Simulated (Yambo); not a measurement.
# PbS (Galena) (Fm-3m) in Yambo: convergence with bands in self energy

Aim: find how far bands in self energy must go before the results for PbS (Galena) settle, at LDA. This setting moves, with any that are tied to it; all else stays.

All numbers are computed with Yambo 5.3.0; they aren't measurements. Logs are shortened: lines on timing, memory, paths and dates and some standing lists are left out, and cuts for length are marked.

## (1) The structure

The structure is cubic, space group Fm-3m (No. 225). The conventional cell has a = 5.931 Å, b = 5.931 Å, c = 5.931 Å, α = 90.00°, β = 90.00°, γ = 90.00°. Around Pb (site symmetry m-3m) lie 6 S at 2.97 Å. Around S (site symmetry m-3m) lie 6 Pb at 2.97 Å.

## (2) With bands in self energy 30

g0w03.in reads:

```
gw0
dyson
el_el_corr
rim_cut
HF_and_locXC
ppa
em1d
RandQpts= 1000000
RandGvec= 50 RL
EXXRLvcs= 56 Ry
VXCRLvcs= 56 Ry
Chimod= "HARTREE"
% BndsRnXp
 1 | 160 |
%
NGsBlkXp= 5 Ry
% LongDrXp
 1 | 1 | 1 |
%
PPAPntXp= 27.21138 eV
% GbndRnge
 1 | 30 |
%
GTermKind= "none"
DysSolver= "n"
ExtendOut
% QPkrange
 1 | 1 | 10 | 12 |
 4 | 4 | 10 | 12 |
%
```

scf.in reads:

```
&CONTROL
  calculation = 'scf'
  prefix = 'pwscf'
  outdir = './tmp'
  pseudo_dir = './pseudo'
/
&SYSTEM
  ibrav = 0
  nat = 2
  ntyp = 2
  ecutwfc = 56
  nbnd = 16
  occupations = 'smearing'
  smearing = 'fd'
  degauss = 0.00367493
  force_symmorphic = .true.
/
&ELECTRONS
  conv_thr = 4d-10
  electron_maxstep = 120
  mixing_beta = 0.5
/
ATOMIC_SPECIES
Pb   207.2000 Pb.upf
S     32.0600 S.upf
CELL_PARAMETERS angstrom
   0.0000000000    2.9657500000    2.9657500000
   2.9657500000    0.0000000000    2.9657500000
   2.9657500000    2.9657500000    0.0000000000
ATOMIC_POSITIONS crystal
Pb     0.0000000000    0.0000000000    0.0000000000
S      0.5000000000    0.5000000000    0.5000000000
K_POINTS automatic
8 8 8 0 0 0
```

nscf.in reads:

```
&CONTROL
  calculation = 'nscf'
  prefix = 'pwscf'
  outdir = './tmp'
  pseudo_dir = './pseudo'
/
&SYSTEM
  ibrav = 0
  nat = 2
  ntyp = 2
  ecutwfc = 56
  nbnd = 160
  occupations = 'fixed'
  force_symmorphic = .true.
/
&ELECTRONS
  conv_thr = 1d-08
  diago_full_acc = .true.
  diago_thr_init = 1d-06
/
ATOMIC_SPECIES
Pb   207.2000 Pb.upf
S     32.0600 S.upf
CELL_PARAMETERS angstrom
   0.0000000000    2.9657500000    2.9657500000
   2.9657500000    0.0000000000    2.9657500000
   2.9657500000    2.9657500000    0.0000000000
ATOMIC_POSITIONS crystal
Pb     0.0000000000    0.0000000000    0.0000000000
S      0.5000000000    0.5000000000    0.5000000000
K_POINTS automatic
6 6 6 0 0 0
```

Potentials or basis: PseudoDojo 0.4.1 SR LDA standard.

Started as:

```console
OMP_NUM_THREADS=1 pw.x -in scf.in > scf.out
OMP_NUM_THREADS=1 pw.x -in nscf.in > nscf.out
cd tmp/pwscf.save; p2y; mv SAVE ../..; cd ../..
OMP_NUM_THREADS=1 yambo
mkdir -p g0w03; ln -s $PWD/g0w00/ndb.pp* g0w03/
mkdir -p g0w03; ln -s $PWD/g0w00/ndb.RIM g0w03/
OMP_NUM_THREADS=1 yambo -F g0w03.in -J g0w03 -C g0w03_out
```

Yambo's report:

```text
[... sections 02.01 to 02.04 as in the set-up run ...]

  [02.05] Energies & Occupations
  ==============================

  [X] === General ===
  [X] Electronic Temperature                        :  0.000000  0.000000 [eV K]
  [X] Bosonic    Temperature                        :  0.000000  0.000000 [eV K]
  [X] Finite Temperature mode                       : no
  [X] El. density                                   :  0.38335E+24 [cm-3]
  [X] Fermi Level                                   :  8.369506 [eV]

  [X] === Gaps and Widths ===
  [X] Conduction Band Min                           :  0.241157 [eV]
  [X] Valence Band Max                              :  0.000000 [eV]
  [X] Filled Bands                                  :  10
  [X] Empty Bands                                   :   11  160
  [X] Direct Gap                                    :  0.241157 [eV]
  [X] Direct Gap localized at k                     :   4
  [X] Indirect Gap                                  :  0.241157 [eV]
  [X] Indirect Gap between kpts                     :   4   4
  [X] Last valence band width                       :  3.421018 [eV]
  [X] 1st conduction band width                     :  4.847299 [eV]

 [03] Transferred momenta grid and indexing
 ==========================================

 IBZ Q-points                                      :  16
 BZ  Q-points                                      :  216

 K/Q-points units:
 rlu = crystal or reduced units; cc = cartesian coordinates; iku = interal k-units

 Q [ 1]         [rlu]:  0.000000  0.000000  0.000000
 Q [ 2]         [rlu]: -0.37512E-17 -0.37512E-17  0.16667
[... 183 lines left out ...]
  =============================

  Legend (energies in eV)
  - B  : Band       - Eo  : bare energy
  - E  : QP energy  - Z   : Renormalization factor
  - So : Sc(Eo)     - S   : Sc(E)
  - dSp: Sc derivative precision

  - lXC: Local XC (Slater exchange(X)+Perdew & Wang(C))
  -nlXC: non-Local XC (Hartree-Fock)

  QP [eV] @ K [1] (iku):  0.000000  0.000000  0.000000
   B=10 Eo= -2.12 E= -2.20 E-Eo= -0.08 Re(Z)=0.77 Im(Z)=-0.143236E-2 nlXC= -15.6493 lXC= -12.5193 So=  3.02638
   B=11 Eo=  5.09 E=  5.66 E-Eo=  0.57 Re(Z)=0.79 Im(Z)=-0.362832E-2 nlXC= -7.42467 lXC= -11.6000 So= -3.45590
   B=12 Eo=  5.09 E=  5.66 E-Eo=  0.57 Re(Z)=0.79 Im(Z)=-0.369650E-2 nlXC= -7.42466 lXC= -11.6000 So= -3.45569

  QP [eV] @ K [4] (iku): -0.250000 -0.250000  0.250000
   B=10 Eo=  0.00 E=  0.19 E-Eo=  0.19 Re(Z)=0.80 Im(Z)=-0.136330E-2 nlXC= -14.7803 lXC= -13.5686 So=  1.45669
   B=11 Eo=  0.24 E=  0.57 E-Eo=  0.33 Re(Z)=0.81 Im(Z)=-0.129386E-2 nlXC= -7.12623 lXC= -9.99720 So= -2.46479
   B=12 Eo=  1.86 E=  2.28 E-Eo=  0.43 Re(Z)=0.81 Im(Z)=-0.130065E-2 nlXC= -7.74571 lXC= -10.7309 So= -2.46161

  [WR./g0w03//ndb.QP]-------------------------------------------------------------
   Lattice constants                                :  5.604455  5.604455  5.604455
   Coulomb cutoff potential                         : none
   Electronic Temperature                           :  0.000000 [K]
   Bosonic    Temperature                           :  0.000000 [K]
   Green`s function   energies                      : Slater exchange(X)+Perdew & Wang(C)
   wavefunctions                                    : Slater exchange(X)+Perdew & Wang(C)
   PPA    diel. fun.  energies                      : Slater exchange(X)+Perdew & Wang(C)
   wavefunctions                                    : Slater exchange(X)+Perdew & Wang(C)
   QP tot states                                    :   6
   GW solver                                        : Newton
   GW approximation                                 : PPA
   PPA imaginary Energy                             :  27.21138 ev
   RIM G`s                                          :   51
   RIM random pts                                   :  1000000
   dS/dw steps                                      :  2
   dS/dw step                                       :  0.100000 ev
   X G`s                                            :   65 used
   X G`s                                            :   65 disk
   X bands                                          :    1  160
   X poles                                          :  100.0000 o/o
   X e/h E range                                    : -1.000000 -1.000000 ev
   X Hxc Kernel                                     : HARTREE
   X BZ energy Double Grid                          : no
   X Optical Averaged directions                    : none
   Sc/G bands                                       :   1  30
   Sc/G damping                                     :  0.100000 ev
   Sc bands terminator                              : no
   Sx RL components                                 :  2565

   QP @ state[ 1 ] K range                          :  1  1
   QP @ state[ 1 ] b range                          :  10  12
   QP @ state[ 2 ] K range                          :   4   4
   QP @ state[ 2 ] b range                          :  10  12
   GF energies kind                                 : Slater exchange(X)+Perdew & Wang(C)
   GF WF`s kind                                     : Slater exchange(X)+Perdew & Wang(C)
   Xs energies kind                                 : Slater exchange(X)+Perdew & Wang(C)
   Xs WF`s kind                                     : Slater exchange(X)+Perdew & Wang(C)
```

Results:

```
Band gap on the k mesh, mean-field level          : 0.24 eV, direct
Quasiparticle gap                                 : 0.38 eV
Least direct quasiparticle gap                    : 0.38 eV
Quasiparticle gap at Γ                            : 7.85 eV
Band gap of the same states before the correction : 0.24 eV
```

## (3) With bands in self energy 50

g0w04.in reads:

```
gw0
dyson
el_el_corr
rim_cut
HF_and_locXC
ppa
em1d
RandQpts= 1000000
RandGvec= 50 RL
EXXRLvcs= 56 Ry
VXCRLvcs= 56 Ry
Chimod= "HARTREE"
% BndsRnXp
 1 | 160 |
%
NGsBlkXp= 5 Ry
% LongDrXp
 1 | 1 | 1 |
%
PPAPntXp= 27.21138 eV
% GbndRnge
 1 | 50 |
%
GTermKind= "none"
DysSolver= "n"
ExtendOut
% QPkrange
 1 | 1 | 10 | 12 |
 4 | 4 | 10 | 12 |
%
```

scf.in is that of step 2.

nscf.in is that of step 2.

Potentials or basis: PseudoDojo 0.4.1 SR LDA standard.

Started as:

```console
OMP_NUM_THREADS=1 pw.x -in scf.in > scf.out
OMP_NUM_THREADS=1 pw.x -in nscf.in > nscf.out
cd tmp/pwscf.save; p2y; mv SAVE ../..; cd ../..
OMP_NUM_THREADS=1 yambo
mkdir -p g0w04; ln -s $PWD/g0w00/ndb.pp* g0w04/
mkdir -p g0w04; ln -s $PWD/g0w00/ndb.RIM g0w04/
OMP_NUM_THREADS=1 yambo -F g0w04.in -J g0w04 -C g0w04_out
```

Results (log left out):

```
Band gap on the k mesh, mean-field level          : 0.24 eV, direct
Quasiparticle gap                                 : 0.46 eV
Least direct quasiparticle gap                    : 0.46 eV
Quasiparticle gap at Γ                            : 7.75 eV
Band gap of the same states before the correction : 0.24 eV
```

## (4) With bands in self energy 90

g0w05.in reads:

```
gw0
dyson
el_el_corr
rim_cut
HF_and_locXC
ppa
em1d
RandQpts= 1000000
RandGvec= 50 RL
EXXRLvcs= 56 Ry
VXCRLvcs= 56 Ry
Chimod= "HARTREE"
% BndsRnXp
 1 | 160 |
%
NGsBlkXp= 5 Ry
% LongDrXp
 1 | 1 | 1 |
%
PPAPntXp= 27.21138 eV
% GbndRnge
 1 | 90 |
%
GTermKind= "none"
DysSolver= "n"
ExtendOut
% QPkrange
 1 | 1 | 10 | 12 |
 4 | 4 | 10 | 12 |
%
```

scf.in is that of step 3.

nscf.in is that of step 3.

Started as:

```console
OMP_NUM_THREADS=1 pw.x -in scf.in > scf.out
OMP_NUM_THREADS=1 pw.x -in nscf.in > nscf.out
cd tmp/pwscf.save; p2y; mv SAVE ../..; cd ../..
OMP_NUM_THREADS=1 yambo
mkdir -p g0w05; ln -s $PWD/g0w00/ndb.pp* g0w05/
mkdir -p g0w05; ln -s $PWD/g0w00/ndb.RIM g0w05/
OMP_NUM_THREADS=1 yambo -F g0w05.in -J g0w05 -C g0w05_out
```

The run converged. Its results:

| Quantity | Value |
| --- | --- |
| Band gap on the k mesh, mean-field level | 0.24 eV, direct |
| Quasiparticle gap | 0.51 eV |
| Least direct quasiparticle gap | 0.51 eV |
| Quasiparticle gap at Γ | 7.71 eV |
| Band gap of the same states before the correction | 0.24 eV |

## (5) With bands in self energy 160

g0w01.in reads:

```
gw0
dyson
el_el_corr
rim_cut
HF_and_locXC
ppa
em1d
RandQpts= 1000000
RandGvec= 50 RL
EXXRLvcs= 56 Ry
VXCRLvcs= 56 Ry
Chimod= "HARTREE"
% BndsRnXp
 1 | 160 |
%
NGsBlkXp= 5 Ry
% LongDrXp
 1 | 1 | 1 |
%
PPAPntXp= 27.21138 eV
% GbndRnge
 1 | 160 |
%
GTermKind= "none"
DysSolver= "n"
ExtendOut
% QPkrange
 1 | 1 | 10 | 12 |
 4 | 4 | 10 | 12 |
%
```

scf.in is that of step 4.

nscf.in is that of step 4.

Started as:

```console
OMP_NUM_THREADS=1 pw.x -in scf.in > scf.out
OMP_NUM_THREADS=1 pw.x -in nscf.in > nscf.out
cd tmp/pwscf.save; p2y; mv SAVE ../..; cd ../..
OMP_NUM_THREADS=1 yambo
mkdir -p g0w01; ln -s $PWD/g0w00/ndb.pp* g0w01/
mkdir -p g0w01; ln -s $PWD/g0w00/ndb.RIM g0w01/
OMP_NUM_THREADS=1 yambo -F g0w01.in -J g0w01 -C g0w01_out
```

The run converged. Its results:

```
Band gap on the k mesh, mean-field level          : 0.24 eV, direct
Quasiparticle gap                                 : 0.54 eV
Least direct quasiparticle gap                    : 0.54 eV
Quasiparticle gap at Γ                            : 7.70 eV
Band gap of the same states before the correction : 0.24 eV
```

## (6) Summary

```csv
bands in self energy,quasiparticle gap at the points computed (eV)
30,0.377
50,0.457
90,0.507
160,0.535
```

Against the tightest run, the quasiparticle gap at the points computed stays within 0.05 eV from 90 on. The tightest run that finished is the yardstick and may itself not be fully converged.

Caveats: the potentials hold a filled d shell without the s and p states of that shell, which can shift GW gaps by tenths of an eV, either way; this version prints the column dSc/dw multiplied by 27.2; spin-orbit coupling is left out, which as a rule narrows the gap of such compounds by several tenths of an eV.
